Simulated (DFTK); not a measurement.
# C (Fd-3m) in DFTK: equation of state

Aim: energy against volume of C in PBE, for its equilibrium volume and stiffness.

Everything below comes from runs of DFTK 0.8.2. Logs are shortened: lines on timing, memory, paths and dates and some standing lists are left out, and cuts for length are marked.

**Experimental background.**

From “Equation of state of cubic boron nitride at high pressures and temperatures”, 2007, arxiv:cond-mat/0702656, for a bulk crystal of C: bulk modulus 444.8 ± 0.8 GPa.

How close the calculation comes is told below.

## (1) The structure

Symmetry: Fd-3m, No. 227, cubic system. The conventional cell has a = 3.567 Å, b = 3.567 Å, c = 3.567 Å, α = 90.00°, β = 90.00°, γ = 90.00°. Around C (site symmetry -43m) lie 4 C at 1.54 Å.

This isn't the form of C at room conditions, which is graphite.

## (2) Equation of state, PBE

run.jl

```julia
using DFTK
using PseudoPotentialData
using Unitful, UnitfulAtomic
using LinearAlgebra, Printf
include("save.jl")
disable_threading()

# lattice vectors are the columns
lattice = austrip(1u"Å") * [           0.0        1.78337        1.78337;
                  1.78337            0.0        1.78337;
                  1.78337        1.78337            0.0]
symbols   = [:C, :C]
positions = [[0.75, 0.75, 0.75],
             [0.5, 0.5, 0.5]]
pseudopotentials = PseudoFamily("dojo.nc.sr.pbe.v0_4_1.standard.upf")
elements = Dict(s => ElementPsp(s, pseudopotentials) for s in unique(symbols))
atoms    = [elements[s] for s in symbols]

build_model(lattice, positions; symmetries=true) =
    model_DFT(lattice, atoms, positions;
              functionals=PBE(),
              temperature=austrip(0.05u"eV"),
              smearing=Smearing.FermiDirac(),
              symmetries)
Ecut  = 41.0  # hartree
kgrid = [13, 13, 13]
tol   = 1e-6
to_GPa = ustrip(uconvert(u"GPa", 1u"hartree/bohr^3"))

results["points"] = []
for scale in [0.94, 0.96, 0.98, 1.0, 1.02, 1.04, 1.06]
    println("\n=== scale = ", scale)
    model = build_model(cbrt(scale) * lattice, positions)
    basis = PlaneWaveBasis(model; Ecut, kgrid)
    t0 = time()
    scfres = self_consistent_field(basis;
                                   tol,
                                   nbandsalg=AdaptiveBands(model; n_bands_converge=9))
    seconds = time() - t0
    @printf "SCF: %d iterations, %.1f s\n" scfres.n_iter seconds
    forces = compute_forces_cart(scfres)
    stress = compute_stresses_cart(scfres)
    @printf "V = %.5f Å^3  F = %.8f Ha  max force = %.5f eV/Å  p = %.4f GPa\n" ustrip(auconvert(u"Å^3", model.unit_cell_volume)) scfres.energies.total ustrip(auconvert(u"eV/Å", maximum(norm, forces))) (-tr(stress) / 3 * to_GPa)
    push!(results["points"], save_scf!(scfres; forces, stress, d=Dict{String,Any}("seconds" => seconds, "n_matvec" => get(scfres, :n_matvec, 0))))
end

# third-order Birch-Murnaghan fit in x = V^(-2/3)
V = [0.94, 0.96, 0.98, 1.0, 1.02, 1.04, 1.06] * abs(det(lattice))
E = [p["total"] for p in results["points"]]
x = V .^ (-2 / 3)
c = [x .^ 0 x x .^ 2 x .^ 3] \ E
Δ = c[3]^2 - 3c[2] * c[4]
if Δ > 0
    x0 = (-c[3] + sqrt(Δ)) / 3c[4]
    B0 = 4 / 9 * x0^(7 / 2) * (2c[3] + 6c[4] * x0)
    @printf "V0 = %.4f Å^3  B0 = %.2f GPa\n" ustrip(auconvert(u"Å^3", x0^(-3 / 2))) B0 * to_GPa
end
```

Potentials or basis: dojo.nc.sr.pbe.v0_4_1.standard.upf (PBE).

On the command line:

```console
$ julia --threads=1 run.jl  # save.jl only writes the numbers to a file and isn't shown; printed stress counts tension as positive; times include loading and compiling
```

The log of the run:

```text
=== scale = 0.94
n     Energy            log10(ΔE)   log10(Δρ)   Diag   Δtime
---   ---------------   ---------   ---------   ----   ------
  1   -12.02751539841                   -0.71    3.7    2.25s
  2   -12.03485212679       -2.13       -1.69    1.7    1.91s
  3   -12.03501289032       -3.79       -2.30    2.2    1.07s
  4   -12.03502174558       -5.05       -3.19    1.9    1.64s
  5   -12.03502200080       -6.59       -4.21    2.4    1.73s
  6   -12.03502200218       -8.86       -5.16    2.9    1.78s
  7   -12.03502200221      -10.42       -6.00    2.8    1.14s
  8   -12.03502200221      -12.36       -7.02    2.4    1.78s
SCF: 8 iterations, 13.4 s
V = 10.66307 Å^3  F = -12.03502200 Ha  max force = 0.00000 eV/Å  p = 32.4478 GPa

=== scale = 0.96
n     Energy            log10(ΔE)   log10(Δρ)   Diag   Δtime
---   ---------------   ---------   ---------   ----   ------
  1   -12.02931551570                   -0.72    3.7    2.05s
  2   -12.03626227118       -2.16       -1.69    1.7    1.47s
  3   -12.03641781208       -3.81       -2.31    2.3    997ms
  4   -12.03642668725       -5.05       -3.17    2.0    1.62s
  5   -12.03642693334       -6.61       -4.26    2.3    1.05s
  6   -12.03642693485       -8.82       -5.30    3.0    1.80s
  7   -12.03642693487      -10.63       -6.30    3.0    1.19s
SCF: 7 iterations, 10.3 s
V = 10.88994 Å^3  F = -12.03642693 Ha  max force = 0.00000 eV/Å  p = 21.3115 GPa

=== scale = 0.98
n     Energy            log10(ΔE)   log10(Δρ)   Diag   Δtime
---   ---------------   ---------   ---------   ----   ------
  1   -12.03054485008                   -0.73    3.7    2.10s
  2   -12.03711936722       -2.18       -1.68    1.6    835ms
  3   -12.03727033873       -3.82       -2.32    2.3    1.73s
  4   -12.03727897800       -5.06       -3.17    2.0    1.01s
  5   -12.03727922980       -6.60       -4.28    2.3    1.68s
  6   -12.03727923124       -8.84       -5.21    3.0    1.78s
  7   -12.03727923127      -10.68       -6.20    2.8    1.11s
SCF: 7 iterations, 10.4 s
V = 11.11682 Å^3  F = -12.03727923 Ha  max force = 0.00000 eV/Å  p = 11.1768 GPa

=== scale = 1.0
n     Energy            log10(ΔE)   log10(Δρ)   Diag   Δtime
---   ---------------   ---------   ---------   ----   ------
  1   -12.03125163503                   -0.74    3.7    1.96s
  2   -12.03747189849       -2.21       -1.68    1.6    1.41s
  3   -12.03761848663       -3.83       -2.32    2.3    983ms
  4   -12.03762702841       -5.07       -3.17    2.0    1.71s
  5   -12.03762725962       -6.64       -4.28    2.3    1.06s
  6   -12.03762726117       -8.81       -5.12    3.0    1.86s
  7   -12.03762726119      -10.66       -6.04    2.6    1.04s
SCF: 7 iterations, 10.2 s
V = 11.34369 Å^3  F = -12.03762726 Ha  max force = 0.00000 eV/Å  p = 1.9463 GPa

=== scale = 1.02
n     Energy            log10(ΔE)   log10(Δρ)   Diag   Δtime
---   ---------------   ---------   ---------   ----   ------
  1   -12.03148330225                   -0.75    3.7    2.23s
  2   -12.03736591114       -2.23       -1.67    1.5    820ms
  3   -12.03750771585       -3.85       -2.33    2.3    1.88s
  4   -12.03751632184       -5.07       -3.14    2.0    1.84s
  5   -12.03751656327       -6.62       -4.23    2.2    1.10s
  6   -12.03751656526       -8.70       -4.89    2.9    1.85s
  7   -12.03751656530      -10.43       -5.69    2.2    967ms
  8   -12.03751656530      -11.78       -6.52    2.3    1.70s
SCF: 8 iterations, 12.5 s
V = 11.57056 Å^3  F = -12.03751657 Ha  max force = 0.00000 eV/Å  p = -6.4604 GPa

=== scale = 1.04
n     Energy            log10(ΔE)   log10(Δρ)   Diag   Δtime
---   ---------------   ---------   ---------   ----   ------
  1   -12.03127967727                   -0.76    3.6    2.12s
  2   -12.03684194169       -2.25       -1.67    1.5    848ms
  3   -12.03697980165       -3.86       -2.34    2.2    1.66s
  4   -12.03698841792       -5.06       -3.13    2.0    1.76s
  5   -12.03698864660       -6.64       -4.16    2.2    1.04s
  6   -12.03698864935       -8.56       -4.80    2.7    1.84s
  7   -12.03698864941      -10.26       -5.59    2.2    960ms
  8   -12.03698864941      -11.55       -6.67    2.2    1.77s
SCF: 8 iterations, 12.1 s
V = 11.79744 Å^3  F = -12.03698865 Ha  max force = 0.00000 eV/Å  p = -14.1138 GPa

=== scale = 1.06
n     Energy            log10(ΔE)   log10(Δρ)   Diag   Δtime
---   ---------------   ---------   ---------   ----   ------
  1   -12.03068111300                   -0.77    3.6    1.94s
  2   -12.03593712008       -2.28       -1.66    1.5    821ms
  3   -12.03607140783       -3.87       -2.35    2.2    1.58s
  4   -12.03607974587       -5.08       -3.14    2.1    1.04s
  5   -12.03607996784       -6.65       -4.14    2.2    1.58s
  6   -12.03607997098       -8.50       -4.80    2.7    1.82s
  7   -12.03607997105      -10.17       -5.60    2.2    1.03s
  8   -12.03607997106      -11.56       -6.68    2.2    1.68s
SCF: 8 iterations, 11.6 s
V = 12.02431 Å^3  F = -12.03607997 Ha  max force = 0.00000 eV/Å  p = -21.0847 GPa
V0 = 11.3996 Å^3  B0 = 432.35 GPa
```

It took 3.1 min on 1 thread of AMD EPYC 9R45 (Zen 5), shared host; peak memory 1.7 GiB.

Results:

```yaml
Equilibrium_volume: 5.70 Å³/atom
Bulk_modulus: 432 GPa
Pressure_derivative_of_the_bulk_modulus: 3.7
```

Energy against volume, from the lowest point:
```csv
volume (Å³/atom),energy (meV/atom)
5.332,35.45
5.445,16.33
5.558,4.74
5.672,0.00
5.785,1.51
5.899,8.69
6.012,21.05
```

## (3) Single point, PBE, 5.33 Å³/atom (volume scaled by 0.94)

run.jl is that of step 2.

Potentials or basis: dojo.nc.sr.pbe.v0_4_1.standard.upf (PBE).

On the command line:

```console
$ julia --threads=1 run.jl  # one pass of the loop, scale = 0.94; save.jl only writes the numbers to a file and isn't shown; printed stress counts tension as positive; times include loading and compiling
```

Run time: 13 s. Hardware: 1 thread of AMD EPYC 9R45 (Zen 5), shared host.

The run converged. Its results:

```
Free energy            : -327.4896 eV
Pressure               : 32.4 GPa
Band gap on the k mesh : 4.34 eV, indirect (least direct gap 5.80 eV)
```

Caveat: an odd mesh through Γ misses points on the zone boundary, where band edges often lie.

## (4) Single point, PBE, 5.44 Å³/atom (volume scaled by 0.96)

run.jl is that of step 3.

On the command line:

```console
$ julia --threads=1 run.jl  # one pass of the loop, scale = 0.96; save.jl only writes the numbers to a file and isn't shown; printed stress counts tension as positive; times include loading and compiling
```

Run time: 10 s. Hardware: 1 thread of AMD EPYC 9R45 (Zen 5), shared host.

The run converged. Its results:

```
Free energy            : -327.5279 eV
Pressure               : 21.3 GPa
Band gap on the k mesh : 4.29 eV, indirect (least direct gap 5.74 eV)
```

Caveat: an odd mesh through Γ misses points on the zone boundary, where band edges often lie.

## (5) Single point, PBE, 5.56 Å³/atom (volume scaled by 0.98)

run.jl is that of step 4.

On the command line:

```console
$ julia --threads=1 run.jl  # one pass of the loop, scale = 0.98; save.jl only writes the numbers to a file and isn't shown; printed stress counts tension as positive; times include loading and compiling
```

It took 10 s on 1 thread of AMD EPYC 9R45 (Zen 5), shared host.

The run converged. Its results:

| Item | Value |
| --- | --- |
| Free energy | -327.5511 eV |
| Pressure | 11.2 GPa |
| Band gap on the k mesh | 4.25 eV, indirect (least direct gap 5.68 eV) |

Caveat: an odd mesh through Γ misses points on the zone boundary, where band edges often lie.

## (6) Single point, PBE, 5.67 Å³/atom

run.jl is that of step 5.

Potentials or basis: dojo.nc.sr.pbe.v0_4_1.standard.upf (PBE).

On the command line:

```console
$ julia --threads=1 run.jl  # one pass of the loop, scale = 1.0; save.jl only writes the numbers to a file and isn't shown; printed stress counts tension as positive; times include loading and compiling
```

Wall time 10 s (1 thread of AMD EPYC 9R45 (Zen 5), shared host).

The run converged. Its results:

```
Free energy            : -327.5605 eV
Pressure               : 1.9 GPa
Band gap on the k mesh : 4.20 eV, indirect (least direct gap 5.62 eV)
```

Caveat: an odd mesh through Γ misses points on the zone boundary, where band edges often lie.

## (7) Single point, PBE, 5.79 Å³/atom (volume scaled by 1.02)

run.jl is that of step 6.

Potentials or basis: dojo.nc.sr.pbe.v0_4_1.standard.upf (PBE).

On the command line:

```console
$ julia --threads=1 run.jl  # one pass of the loop, scale = 1.02; save.jl only writes the numbers to a file and isn't shown; printed stress counts tension as positive; times include loading and compiling
```

The log of the run:

```text
=== scale = 1.02
n     Energy            log10(ΔE)   log10(Δρ)   Diag   Δtime
---   ---------------   ---------   ---------   ----   ------
  1   -12.03148330225                   -0.75    3.7    2.23s
  2   -12.03736591114       -2.23       -1.67    1.5    820ms
  3   -12.03750771585       -3.85       -2.33    2.3    1.88s
  4   -12.03751632184       -5.07       -3.14    2.0    1.84s
  5   -12.03751656327       -6.62       -4.23    2.2    1.10s
  6   -12.03751656526       -8.70       -4.89    2.9    1.85s
  7   -12.03751656530      -10.43       -5.69    2.2    967ms
  8   -12.03751656530      -11.78       -6.52    2.3    1.70s
SCF: 8 iterations, 12.5 s
V = 11.57056 Å^3  F = -12.03751657 Ha  max force = 0.00000 eV/Å  p = -6.4604 GPa
```

Run time: 13 s. Hardware: 1 thread of AMD EPYC 9R45 (Zen 5), shared host.

Results:

| Quantity | Value |
| --- | --- |
| Free energy | -327.5575 eV |
| Pressure | -6.5 GPa |
| Band gap on the k mesh | 4.15 eV, indirect (least direct gap 5.57 eV) |

Caveat: an odd mesh through Γ misses points on the zone boundary, where band edges often lie.

## (8) Single point, PBE, 5.90 Å³/atom (volume scaled by 1.04)

run.jl is that of step 7.

On the command line:

```console
$ julia --threads=1 run.jl  # one pass of the loop, scale = 1.04; save.jl only writes the numbers to a file and isn't shown; printed stress counts tension as positive; times include loading and compiling
```

It took 12 s on 1 thread of AMD EPYC 9R45 (Zen 5), shared host.

It converged, with:

* Free energy: -327.5431 eV
* Pressure: -14.1 GPa
* Band gap on the k mesh: 4.11 eV, indirect (least direct gap 5.51 eV)

Caveat: an odd mesh through Γ misses points on the zone boundary, where band edges often lie.

## (9) Single point, PBE, 6.01 Å³/atom (volume scaled by 1.06)

run.jl is that of step 8.

Potentials or basis: dojo.nc.sr.pbe.v0_4_1.standard.upf (PBE).

On the command line:

```console
$ julia --threads=1 run.jl  # one pass of the loop, scale = 1.06; save.jl only writes the numbers to a file and isn't shown; printed stress counts tension as positive; times include loading and compiling
```

It took 12 s on 1 thread of AMD EPYC 9R45 (Zen 5), shared host.

Results (log left out):

```
Free energy            : -327.5184 eV
Pressure               : -21.1 GPa
Band gap on the k mesh : 4.07 eV, indirect (least direct gap 5.46 eV)
```

Caveat: an odd mesh through Γ misses points on the zone boundary, where band edges often lie.

## (10) Comparison with measurements

Step 2. Against the measured bulk modulus of C, 444.8 GPa (quoted in “Equation of state of cubic boron nitride at high pressures and temperatures”, 2007, arxiv:cond-mat/0702656), the calculated 432 GPa is off by -2.8 %. 3 values of this kind are on record (442 to 444.8 GPa); this one was drawn at random among those near their median, those with a stated uncertainty first. The fit is for a static lattice scaled at fixed shape and fixed fractional positions. The cell as given is a measured one (5.67 Å³/atom); PBE puts the equilibrium volume +0.5 % from it, thermal expansion not counted.
